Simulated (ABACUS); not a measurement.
Write the native input for ABACUS 3.10.1 that does the following.

| Item | Value |
| --- | --- |
| Task | band structure |
| Functional | r2SCAN |
| Potentials or basis | SG15 ONCV 1.2 PBE |
| Cutoff | 1442 eV |
| Density cutoff | 5769 eV |
| Basis | plane waves |
| Occupations | fermi-dirac, width 0.05 eV |
| Spin | no spin polarisation |
| Radial cutoff of the potentials (pseudo_rcut) | 10 bohr |
| Threshold of the eigensolver | 1e-07 Ry |
| Density | read from an earlier self-consistent run |
| Path | G-X-W-K-G-L-U-W-L-K, U-X |
| Points for each segment of the path | 10 |
| SCF threshold on the density | 1e-08 |
| Max SCF steps | 100 |
| Eigensolver | dav |
| Mixing | broyden |
| Mixing share | 0.7 |
| Symmetry key | -1 |

The system is Cu.

```
Cu
1.0
     0.00000    1.80750    1.80750
     1.80750    0.00000    1.80750
     1.80750    1.80750    0.00000
Cu
1
Cartesian
  0.0000 0.0000 0.0000
```

The input as run:

INPUT

```
INPUT_PARAMETERS
suffix              Cu
calculation         nscf
basis_type          pw
pseudo_dir          ./
symmetry            -1
dft_functional      MGGA_X_R2SCAN+MGGA_C_R2SCAN
ecutwfc             106.0
pseudo_rcut         10
nspin               1
nbands              20
ks_solver           dav
smearing_method     fd
smearing_sigma      0.00367493
scf_thr             1e-08
scf_nmax            100
mixing_type         broyden
mixing_beta         0.7
mixing_tau          1
init_chg            file
pw_diag_thr         1e-07
out_band            1
kpar                4
```

STRU

```
ATOMIC_SPECIES
Cu 63.5460 Cu_ONCV_PBE-1.2.upf

LATTICE_CONSTANT
1.8897261246

LATTICE_VECTORS
0.0000000000 1.8075000000 1.8075000000
1.8075000000 0.0000000000 1.8075000000
1.8075000000 1.8075000000 0.0000000000

ATOMIC_POSITIONS
Cartesian

Cu
0.0
1
0.0000000000 0.0000000000 0.0000000000 1 1 1
```

KPT

```
K_POINTS
12
Line
0.00000000 0.00000000 0.00000000 10 // G
0.50000000 0.00000000 0.50000000 10 // X
0.50000000 0.25000000 0.75000000 10 // W
0.37500000 0.37500000 0.75000000 10 // K
0.00000000 0.00000000 0.00000000 10 // G
0.50000000 0.50000000 0.50000000 10 // L
0.62500000 0.25000000 0.62500000 10 // U
0.50000000 0.25000000 0.75000000 10 // W
0.50000000 0.50000000 0.50000000 10 // L
0.37500000 0.37500000 0.75000000 1 // K
0.62500000 0.25000000 0.62500000 10 // U
0.50000000 0.00000000 0.50000000 1 // X
```

Potentials or basis: SG15 ONCV 1.2 PBE, plane waves.

Command:

```bash
$ OMP_NUM_THREADS=1 mpirun -np 4 abacus > log
```

Wall time 7.8 s on 4 MPI ranks on Intel(R) Xeon(R) Platinum 8488C (Sapphire Rapids), with other jobs on the host, peak memory 0.36 GiB a rank.
